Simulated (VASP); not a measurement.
**V2O5: band structure with LDA**

The system is V2O5.

```
V O
1.0
     3.55076    0.00000    0.00000
     0.00000   11.68018    0.00000
     0.00000    0.00000    4.25135
V O
4 10
Direct
  0.00000 0.85213 0.10970
  0.00000 0.14787 0.10970
  0.50000 0.35213 0.89030
  0.50000 0.64787 0.89030
  0.00000 0.85372 0.48588
  0.00000 0.14628 0.48588
  0.50000 0.35372 0.51412
  0.50000 0.64628 0.51412
  0.00000 0.68162 0.99705
  0.00000 0.31838 0.99705
  0.50000 0.18162 0.00295
  0.50000 0.81838 0.00295
  0.00000 0.00000 0.00647
  0.50000 0.50000 0.99353
```

```json
{
  "Program": "VASP 6.6.1",
  "Task": "band structure",
  "Functional": "LDA",
  "Potentials or basis": "VASP PAW LDA potentials, release 64 (V_sv, O)",
  "Cutoff": "520 eV",
  "k mesh": "8 × 4 × 6",
  "Occupations": "gaussian, width 0.03 eV",
  "Spin": "no spin polarisation",
  "Further INCAR settings": "ALGO = Normal; EDIFF = 1e-06; NBANDS = 69"
}
```

```yaml
Pressure: -7.0 GPa
Largest_force: 0.539 eV/Å
Band_gap_on_the_k_mesh: 1.54 eV, indirect (least direct gap 1.87 eV)
Band_gap_along_the_path: 1.54 eV, indirect (least direct gap 1.87 eV)
```

Forces on the atoms (eV/Å):
```
V    0.000 -0.001  0.144
V    0.000  0.001  0.144
V    0.000 -0.001 -0.144
V    0.000  0.001 -0.144
O    0.000 -0.044 -0.537
O    0.000  0.044 -0.537
O    0.000 -0.044  0.537
O    0.000  0.044  0.537
O    0.000  0.153 -0.148
O    0.000 -0.153 -0.148
O    0.000  0.153  0.148
O    0.000 -0.153  0.148
O    0.000  0.000  0.272
O    0.000  0.000 -0.272
```

Stress tensor (GPa, compression positive):
```
-6.67  0.00  0.00
 0.00 -7.26  0.00
 0.00  0.00 -6.96
```

Levels at the corners of the path, in eV from the valence-band top:
```
point  band 52  band 53  band 54  band 55  band 56  band 57  band 58  band 59  band 60  band 61
    Γ    -1.12    -1.11    -0.89    -0.77    -0.76     1.54     1.70     2.96     2.98     3.05
    X    -1.10    -0.84    -0.84    -0.81    -0.81     2.01     2.01     2.76     2.76     3.17
    X    -1.10    -0.84    -0.84    -0.81    -0.81     2.01     2.01     2.76     2.76     3.17
    S    -0.24    -0.23    -0.23     0.00     0.00     2.09     2.09     2.89     2.89     3.48
    S    -0.24    -0.23    -0.23     0.00     0.00     2.09     2.09     2.89     2.89     3.48
    Y    -0.91    -0.80    -0.47    -0.28    -0.12     1.74     1.92     3.13     3.17     3.23
    Y    -0.91    -0.80    -0.47    -0.28    -0.12     1.74     1.92     3.13     3.17     3.23
    Γ    -1.12    -1.11    -0.89    -0.77    -0.76     1.54     1.70     2.96     2.98     3.05
    Γ    -1.12    -1.11    -0.89    -0.77    -0.76     1.54     1.70     2.96     2.98     3.05
    Z    -1.20    -0.89    -0.89    -0.79    -0.79     1.62     1.62     3.02     3.02     3.15
    Z    -1.20    -0.89    -0.89    -0.79    -0.79     1.62     1.62     3.02     3.02     3.15
    U    -1.36    -0.83    -0.83    -0.74    -0.74     2.11     2.11     2.73     2.73     3.09
    U    -1.36    -0.83    -0.83    -0.74    -0.74     2.11     2.11     2.73     2.73     3.09
    R    -0.45    -0.07    -0.07    -0.03    -0.03     2.15     2.15     2.84     2.84     3.45
    R    -0.45    -0.07    -0.07    -0.03    -0.03     2.15     2.15     2.84     2.84     3.45
    T    -0.90    -0.62    -0.62    -0.21    -0.21     1.83     1.83     3.15     3.15     3.43
    T    -0.90    -0.62    -0.62    -0.21    -0.21     1.83     1.83     3.15     3.15     3.43
    Z    -1.20    -0.89    -0.89    -0.79    -0.79     1.62     1.62     3.02     3.02     3.15
    Y    -0.91    -0.80    -0.47    -0.28    -0.12     1.74     1.92     3.13     3.17     3.23
    T    -0.90    -0.62    -0.62    -0.21    -0.21     1.83     1.83     3.15     3.15     3.43
    U    -1.36    -0.83    -0.83    -0.74    -0.74     2.11     2.11     2.73     2.73     3.09
    X    -1.10    -0.84    -0.84    -0.81    -0.81     2.01     2.01     2.76     2.76     3.17
    S    -0.24    -0.23    -0.23     0.00     0.00     2.09     2.09     2.89     2.89     3.48
    R    -0.45    -0.07    -0.07    -0.03    -0.03     2.15     2.15     2.84     2.84     3.45
```

Wall time 6.8 min on 4 MPI ranks on Intel(R) Xeon(R) 6975P-C (Granite Rapids) (shared host), peak memory 0.87 GiB a rank.

A hybrid or GW would open this gap; LDA tends to underestimate it.
